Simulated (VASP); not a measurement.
# NaF (Villiaumite) (Fm-3m) in VASP: settings compared

The runs below take NaF (Villiaumite) through relaxation of cell and atoms, with PBEsol, PBE.

All numbers are computed with VASP 6.6.1; they aren't measurements. Logs are shortened: lines on timing, memory, paths and dates and some standing lists are left out, and cuts for length are marked.

## Step 1: The structure

Symmetry: Fm-3m, No. 225, cubic system. Conventional cell: a = 4.640 Å, b = 4.640 Å, c = 4.640 Å, α = 90.00°, β = 90.00°, γ = 90.00°. Around Na (site symmetry m-3m) lie 6 F at 2.32 Å. F (site symmetry m-3m) has 6 Na at 2.32 Å as nearest neighbours.

## Step 2: Relaxation of cell and atoms, PBEsol

INCAR reads:

```
  ALGO = Normal
  EDIFF = 1E-6
  EDIFFG = -0.01
  ENCUT = 600
  GGA = PS
  IBRION = 2
  ISIF = 3
  ISMEAR = 0
  KPAR = 4
  LASPH = T
  LCHARG = F
  LREAL = F
  LWAVE = F
  NELM = 80
  NSW = 90
  PREC = Accurate
  SIGMA = 0.03
```

KPOINTS reads:

```
k-points
0
Gamma
  10 10 10
```

POSCAR reads:

```
NaF
1.0
    0.0000000000      2.3200000000      2.3200000000
    2.3200000000      0.0000000000      2.3200000000
    2.3200000000      2.3200000000      0.0000000000
Na F
1 1
Direct
    0.0000000000      0.0000000000      0.0000000000
    0.5000000000      0.5000000000      0.5000000000
```

Potentials or basis: VASP PAW PBE potentials, release 64 (Na_pv, F).

Started as:

```console
$ cat potpaw_PBE.64/Na_pv/POTCAR potpaw_PBE.64/F/POTCAR > POTCAR
$ mpirun -np 4 vasp_std > vasp.out
```

OUTCAR:

```text
EDIFF = 1E-6
   EDIFFG = -0.01
   ENCUT = 600
   GGA = PS
   IBRION = 2
   ISIF = 3
   ISMEAR = 0
   LASPH = T
   LREAL = F
   NELM = 80
   NSW = 90
   PREC = Accurate

 ion  position               nearest neighbor table
   1  0.000  0.000  0.000-   2 2.32   2 2.32   2 2.32   2 2.32   2 2.32   2 2.32
   2  0.500  0.500  0.500-   1 2.32   1 2.32   1 2.32   1 2.32   1 2.32   1 2.32

  LATTYP: Found a face centered cubic cell.
 ALAT       =     4.6400000000

  Lattice vectors:

 A1 = (   0.0000000000,   2.3200000000,   2.3200000000)
 A2 = (   2.3200000000,   0.0000000000,   2.3200000000)
 A3 = (   2.3200000000,   2.3200000000,   0.0000000000)

Analysis of symmetry for initial positions (statically):
=====================================================================
 Subroutine PRICEL returns:
 Original cell was already a primitive cell.

 Routine SETGRP: Setting up the symmetry group for a
 face centered cubic supercell.

 Subroutine GETGRP returns: Found 48 space group operations
 (whereof 48 operations were pure point group operations)
 out of a pool of 48 trial point group operations.

The static configuration has the point symmetry O_h .

Analysis of symmetry for dynamics (positions and initial velocities):
=====================================================================
 Subroutine PRICEL returns:
 Original cell was already a primitive cell.

 Routine SETGRP: Setting up the symmetry group for a
 face centered cubic supercell.

 Subroutine GETGRP returns: Found 48 space group operations
 (whereof 48 operations were pure point group operations)
 out of a pool of 48 trial point group operations.

The dynamic configuration has the point symmetry O_h .

 Subroutine INISYM returns: Found 48 space group operations
 (whereof 48 operations are pure point group operations),
 and found     1 'primitive' translations

----------------------------------------------------------------------------------------

                                     Primitive cell

  volume of cell :      24.9743

  direct lattice vectors                    reciprocal lattice vectors
     0.000000000  2.320000000  2.320000000    -0.215517241  0.215517241  0.215517241
     2.320000000  0.000000000  2.320000000     0.215517241 -0.215517241  0.215517241
     2.320000000  2.320000000  0.000000000     0.215517241  0.215517241 -0.215517241

  length of vectors
     3.280975465  3.280975465  3.280975465     0.373286812  0.373286812  0.373286812
[... 103 lines left out ...]
  Fermi-wavevector in a.u.,A,eV,Ry     =   1.349852  2.550851 24.791186  1.822101
  Thomas-Fermi vector in A             =   2.477405
   LORBIT       =      0    0 simple, 1 ext, 2 COOP (PROOUT), +10 PAW based schemes
   GGA     = PS    functional components
   LHFCALC =     F    Hartree Fock is set to
   AEXX    =    0.0000 exact exchange contribution
   IVDW    =     0    specifies the selected vdW correction
   LEPSILON=     F    determine dielectric tensor
   LRPA    =     F    only Hartree local field effects (RPA)
 conjugate gradient relaxation of ions
 non-spin polarized calculation
 Gauss-broadening in eV      SIGMA  =   0.03
  energy-cutoff  :      600.00
  volume of cell :       24.97
 maximum number of plane-waves:       869
 NGX is ok and might be reduce to    28
   NGX = 13   NGY = 13   NGZ = 13

--------------------------------------- Ionic step        1  -------------------------------------------

 number of electron      14.0000006 magnetization

 Free energy of the ion-electron system (eV)
  ---------------------------------------------------
  ext. energy  EPLUGINS =         0.00000000
  ---------------------------------------------------
  free energy    TOTEN  =        -8.77069204 eV

  energy without entropy =       -8.77069204  energy(sigma->0) =       -8.77069204

------------------------ aborting loop because EDIFF is reached ----------------------------------------

  FORCE on cell =-STRESS in cart. coord.  units (eV):
  Direction    XX          YY          ZZ          XY          YZ          ZX
  --------------------------------------------------------------------------------------
  -------------------------------------------------------------------------------------
  Total       -0.0770569     -0.0770569     -0.0770569      0.0000000      0.0000000      0.0000000
  in kB       -4.9434278     -4.9434278     -4.9434278      0.0000000      0.0000000      0.0000000
  external PRESSURE =      -4.9434278 kB  Pullay stress =       0.0000000 kB
[... 59 lines left out ...]
--------------------------------------- Ionic step        3  -------------------------------------------

 number of electron      14.0000006 magnetization

 Free energy of the ion-electron system (eV)
  ---------------------------------------------------
  ext. energy  EPLUGINS =         0.00000000
  ---------------------------------------------------
  free energy    TOTEN  =        -8.77101261 eV

  energy without entropy =       -8.77101261  energy(sigma->0) =       -8.77101261

 E-fermi :  -1.9314     XC(G=0):  -9.3525

 val. band max:       -2.1627592762   @ k =   0.0000   0.0000   0.0000
 cond. band min:       4.0197566152   @ k =   0.0000   0.0000   0.0000
 fundamental gap:      6.1825158915
 Fermi energy:        -1.9313672480

 k-point     1 :       0.0000    0.0000    0.0000
  band No.  band energies     occupation
      1     -21.2265      2.00000
      2     -20.9194      2.00000
      3     -20.9194      2.00000
      4     -20.9194      2.00000
      5      -2.1628      2.00000
      6      -2.1628      2.00000
      7      -2.1628      2.00000
      8       4.0198      0.00000
      9      16.7093      0.00000
     10      16.7093      0.00000
     11      16.7093      0.00000
[... 309 lines left out ...]
 k-point    24 :       0.4000    0.3000    0.0000
  band No.  band energies     occupation
      1     -21.4584      2.00000
      2     -20.9694      2.00000
      3     -20.9610      2.00000
      4     -20.5592      2.00000
      5      -3.3660      2.00000
      6      -2.5529      2.00000
      7      -2.4954      2.00000
      8       8.3054      0.00000
      9      11.5016      0.00000
     10      14.4983      0.00000
     11      17.3645      0.00000

 [... further k-points ...]

------------------------ aborting loop because EDIFF is reached ----------------------------------------

  FORCE on cell =-STRESS in cart. coord.  units (eV):
  Direction    XX          YY          ZZ          XY          YZ          ZX
  --------------------------------------------------------------------------------------
  -------------------------------------------------------------------------------------
  Total        0.0009049      0.0009049      0.0009049      0.0000000      0.0000000      0.0000000
  in kB        0.0585003      0.0585003      0.0585003      0.0000000      0.0000000      0.0000000
  external PRESSURE =       0.0585003 kB  Pullay stress =       0.0000000 kB
[... 17 lines left out ...]
  FREE ENERGIE OF THE ION-ELECTRON SYSTEM (eV)
  ---------------------------------------------------
  free  energy   TOTEN  =        -8.7710126074 eV

  energy  without entropy=       -8.7710126074  energy(sigma->0) =       -8.77101261

 reached required accuracy - stopping structural energy minimisation
```

It took 6.6 s on 4 MPI ranks of Intel Xeon 6975P-C (Granite Rapids), shared host; peak memory 0.15 GiB.

What came out:

```yaml
Free_energy: -8.7710 eV
Relaxed_volume: 12.39 Å³/atom
Relaxed_cell: a = 3.273 Å, b = 3.273 Å, c = 3.273 Å, α = 60.00°, β = 60.00°, γ = 60.00°
Space_group_after_relaxing_to_0.05_Å: Fm-3m (No. 225)
Energy_gained_by_relaxing: 0.2 meV/atom
Ionic_steps: 3
Pressure_after_relaxing: 0.0 GPa
Band_gap_on_the_k_mesh: 6.18 eV, direct
```

Step by step:
| step | energy change (eV) | largest force (eV/Å) | pressure (GPa) | volume (Å³) |
| --- | --- | --- | --- | --- |
| 1 | 0.0000 | 0.0000 | -0.49 | 24.97 |
| 2 | -0.0003 | 0.0000 | -0.14 | 24.84 |
| 3 | -0.0003 | 0.0000 | 0.01 | 24.78 |

Final structure:
```yaml
crystal:
  lattice:
    - [0.00000, 2.31406, 2.31406]
    - [2.31406, 0.00000, 2.31406]
    - [2.31406, 2.31406, 0.00000]
  atoms:
    - { symbol: Na, position: [0.00000, 0.00000, 0.00000] }
    - { symbol: F, position: [0.50000, 0.50000, 0.50000] }
```

Levels at points of the mesh, in eV from the valence-band top:
```csv
k point,band 4,band 5,band 6,band 7,band 8,band 9,band 10,band 11
"(0.00, 0.00, 0.00)",-18.76,0.00,0.00,0.00,6.18,18.87,18.87,18.87
"(0.50, 0.00, 0.00)",-18.00,-1.63,-0.26,-0.26,10.63,12.37,20.02,20.02
"(0.50, 0.50, 0.00)",-18.80,-1.30,-0.41,-0.41,13.01,13.11,13.57,19.69
```

Caveat: the PAW data sets were made with another functional, which shifts forces and pressure a little.

## Step 3: Relaxation of cell and atoms, PBEsol

This run uses another cell than the first one, of 12.39 Å³/atom, 0.992 times its volume.

INCAR, as its differences from that of step 2:

```diff
@@ -1,4 +1,4 @@
   ALGO = Normal
-  EDIFF = 1E-6
-  EDIFFG = -0.01
+  EDIFF = 1E-7
+  EDIFFG = -0.005
   ENCUT = 600
```

KPOINTS is that of step 2.

POSCAR reads:

```
NaF                                     
1.0
    0.0000000000      2.3140630848      2.3140630848
    2.3140630848      0.0000000000      2.3140630848
    2.3140630848      2.3140630848     -0.0000000000
  Na              F             
     1     1
Direct
     0.0000000000000000    0.0000000000000000    0.0000000000000000
     0.5000000000000000    0.5000000000000000    0.5000000000000000
```

Potentials or basis: VASP PAW PBE potentials, release 64 (Na_pv, F).

Started as:

```console
$ cat potpaw_PBE.64/Na_pv/POTCAR potpaw_PBE.64/F/POTCAR > POTCAR
$ mpirun -np 4 vasp_std > vasp.out
```

OUTCAR:

```text
EDIFF = 1E-7
   EDIFFG = -0.005
   ENCUT = 600
   GGA = PS
   IBRION = 2
   ISIF = 3
   ISMEAR = 0
   LASPH = T
   LREAL = F
   NELM = 80
   NSW = 90
   PREC = Accurate

 ion  position               nearest neighbor table
   1  0.000  0.000  0.000-   2 2.31   2 2.31   2 2.31   2 2.31   2 2.31   2 2.31
   2  0.500  0.500  0.500-   1 2.31   1 2.31   1 2.31   1 2.31   1 2.31   1 2.31

  LATTYP: Found a face centered cubic cell.
 ALAT       =     4.6281261696

  Lattice vectors:

 A1 = (   0.0000000000,   2.3140630848,   2.3140630848)
 A2 = (   2.3140630848,   0.0000000000,   2.3140630848)
 A3 = (   2.3140630848,   2.3140630848,   0.0000000000)

Analysis of symmetry for initial positions (statically):
=====================================================================
 Subroutine PRICEL returns:
 Original cell was already a primitive cell.

 Routine SETGRP: Setting up the symmetry group for a
 face centered cubic supercell.

 Subroutine GETGRP returns: Found 48 space group operations
 (whereof 48 operations were pure point group operations)
 out of a pool of 48 trial point group operations.

The static configuration has the point symmetry O_h .

Analysis of symmetry for dynamics (positions and initial velocities):
=====================================================================
 Subroutine PRICEL returns:
 Original cell was already a primitive cell.

 Routine SETGRP: Setting up the symmetry group for a
 face centered cubic supercell.

 Subroutine GETGRP returns: Found 48 space group operations
 (whereof 48 operations were pure point group operations)
 out of a pool of 48 trial point group operations.

The dynamic configuration has the point symmetry O_h .

 Subroutine INISYM returns: Found 48 space group operations
 (whereof 48 operations are pure point group operations),
 and found     1 'primitive' translations

----------------------------------------------------------------------------------------

                                     Primitive cell
[... 122 lines left out ...]
 conjugate gradient relaxation of ions
 non-spin polarized calculation
 Gauss-broadening in eV      SIGMA  =   0.03
  energy-cutoff  :      600.00
  volume of cell :       24.78
 maximum number of plane-waves:       869
 NGX is ok and might be reduce to    28
   NGX = 13   NGY = 13   NGZ = 13

 number of electron      14.0000006 magnetization

 Free energy of the ion-electron system (eV)
  ---------------------------------------------------
  ext. energy  EPLUGINS =         0.00000000
  ---------------------------------------------------
  free energy    TOTEN  =        -8.77053378 eV

  energy without entropy =       -8.77053378  energy(sigma->0) =       -8.77053378

 E-fermi :  -1.9312     XC(G=0):  -9.3527

 val. band max:       -2.1631257221   @ k =   0.0000   0.0000   0.0000
 cond. band min:       4.0195925440   @ k =   0.0000   0.0000   0.0000
 fundamental gap:      6.1827182661
 Fermi energy:        -1.9312214182

 k-point     1 :       0.0000    0.0000    0.0000
  band No.  band energies     occupation
      1     -21.2270      2.00000
      2     -20.9188      2.00000
      3     -20.9188      2.00000
      4     -20.9188      2.00000
      5      -2.1631      2.00000
      6      -2.1631      2.00000
      7      -2.1631      2.00000
      8       4.0196      0.00000
      9      16.7093      0.00000
     10      16.7093      0.00000
     11      16.7093      0.00000
[... 309 lines left out ...]
 k-point    24 :       0.4000    0.3000    0.0000
  band No.  band energies     occupation
      1     -21.4584      2.00000
      2     -20.9688      2.00000
      3     -20.9604      2.00000
      4     -20.5591      2.00000
      5      -3.3663      2.00000
      6      -2.5533      2.00000
      7      -2.4957      2.00000
      8       8.3053      0.00000
      9      11.5013      0.00000
     10      14.4983      0.00000
     11      17.3635      0.00000

 [... further k-points ...]

------------------------ aborting loop because EDIFF is reached ----------------------------------------

  FORCE on cell =-STRESS in cart. coord.  units (eV):
  Direction    XX          YY          ZZ          XY          YZ          ZX
  --------------------------------------------------------------------------------------
  -------------------------------------------------------------------------------------
  Total       -0.0093022     -0.0093022     -0.0093022      0.0000000     -0.0000000     -0.0000000
  in kB       -0.6013657     -0.6013657     -0.6013657      0.0000000     -0.0000000     -0.0000000
  external PRESSURE =      -0.6013657 kB  Pullay stress =       0.0000000 kB

 VOLUME and BASIS-vectors are now :
 -----------------------------------------------------------------------------
  energy-cutoff  :      600.00
  volume of cell :       24.78
      direct lattice vectors                 reciprocal lattice vectors
     0.000000000  2.314063085  2.314063085    -0.216070168  0.216070168  0.216070168
     2.314063085  0.000000000  2.314063085     0.216070168 -0.216070168  0.216070168
     2.314063085  2.314063085  0.000000000     0.216070168  0.216070168 -0.216070168

 POSITION                                       TOTAL-FORCE (eV/Angst)
 -----------------------------------------------------------------------------------
      0.00000      0.00000      0.00000        -0.000000     -0.000000     -0.000000
      2.31406      2.31406      2.31406         0.000000      0.000000      0.000000
 -----------------------------------------------------------------------------------
    total drift:                                0.000000      0.000000      0.000000

  FREE ENERGIE OF THE ION-ELECTRON SYSTEM (eV)
  ---------------------------------------------------
  free  energy   TOTEN  =        -8.7705337797 eV

  energy  without entropy=       -8.7705337797  energy(sigma->0) =       -8.77053378

 reached required accuracy - stopping structural energy minimisation
```

Wall time 3.9 s (4 MPI ranks of Intel Xeon 6975P-C (Granite Rapids), shared host); peak memory 0.14 GiB.

Results:

| Item | Value |
| --- | --- |
| Free energy | -8.7705 eV |
| Pressure after relaxing | -0.1 GPa |
| Band gap on the k mesh | 6.18 eV, direct |

Final structure:
```cif
data_structure
_symmetry_space_group_name_H-M 'P 1'
_symmetry_Int_Tables_number 1
_cell_length_a 3.2726
_cell_length_b 3.2726
_cell_length_c 3.2726
_cell_angle_alpha 60.000
_cell_angle_beta 60.000
_cell_angle_gamma 60.000
_cell_volume 24.78
loop_
_atom_site_label
_atom_site_type_symbol
_atom_site_fract_x
_atom_site_fract_y
_atom_site_fract_z
_atom_site_occupancy
Na1 Na 0.00000 0.00000 0.00000 1
F1 F 0.50000 0.50000 0.50000 1
```

Caveat: the relaxation stopped at its first step, so nothing moved; the PAW data sets were made with another functional, which shifts forces and pressure a little. A k mesh can miss the band edges.

## Step 4: Relaxation of cell and atoms, PBE

INCAR reads:

```
SYSTEM = NaF
PREC = Accurate ; ENCUT = 600
EDIFF = 1E-6 ; ISMEAR = 0
SIGMA = 0.03 ; LREAL = .FALSE.
LASPH = .TRUE. ; NELM = 80
ALGO = Normal ; ISIF = 3
LWAVE = .FALSE. ; LCHARG = .FALSE.
GGA = PE ; IBRION = 2
NSW = 90 ; EDIFFG = -0.01
```

KPOINTS reads:

```
regular mesh
0
G
  10 10 10
  0 0 0
```

POSCAR reads:

```
NaF
1.0
    0.0000000000      2.3200000000      2.3200000000
    2.3200000000      0.0000000000      2.3200000000
    2.3200000000      2.3200000000      0.0000000000
Na F
1 1
Direct
    0.0000000000      0.0000000000      0.0000000000
    0.5000000000      0.5000000000      0.5000000000
```

Started as:

```console
$ cat potpaw_PBE.64/Na_pv/POTCAR potpaw_PBE.64/F/POTCAR > POTCAR
$ mpirun -np 1 vasp_std > vasp.out
```

Run time: 34 s. Hardware: 1 thread of Intel Xeon Platinum 8259CL at 2.50GHz (Skylake/Cascade Lake), shared host; peak memory 0.16 GiB.

The run converged. Its results:

```
Free energy                            : -8.5693 eV
Relaxed volume                         : 12.93 Å³/atom
Relaxed cell                           : a = 3.319 Å, b = 3.319 Å, c = 3.319 Å, α = 60.00°, β = 60.00°, γ = 60.00°
Space group after relaxing (to 0.05 Å) : Fm-3m (No. 225)
Energy gained by relaxing              : 2.3 meV/atom
Ionic steps                            : 4
Pressure after relaxing                : 0.0 GPa
Band gap on the k mesh                 : 6.10 eV, direct
```

The path:
```
step  energy change (eV)  largest force (eV/Å)  pressure (GPa)  volume (Å³)
   1              0.0000                0.0000            1.70        24.97
   2             -0.0037                0.0000            0.68        25.45
   3             -0.0045                0.0000            0.22        25.72
   4             -0.0046                0.0000           -0.01        25.85
```

Final structure:
```xyz
2
Lattice="0.0000 2.3469 2.3469 2.3469 0.0000 2.3469 2.3469 2.3469 0.0000" Properties=species:S:1:pos:R:3 pbc="T T T"
Na    2.3469    0.0000    2.3469
F     2.3469    2.3469    2.3469
```

Levels at points of the mesh, in eV from the valence-band top:
```
           k point  band 3  band 4  band 5  band 6  band 7  band 8  band 9  band 10  band 11
(0.00, 0.00, 0.00)  -19.06  -19.06    0.00    0.00    0.00    6.10   18.70    18.70    18.70
(0.50, 0.00, 0.00)  -19.07  -18.27   -1.51   -0.23   -0.23   10.55   12.14    19.70    19.70
(0.50, 0.50, 0.00)  -19.11  -18.88   -1.21   -0.39   -0.39   12.84   13.17    13.23    19.27
```

A k mesh can miss the band edges. Zero-point motion and thermal expansion aren't in these numbers.
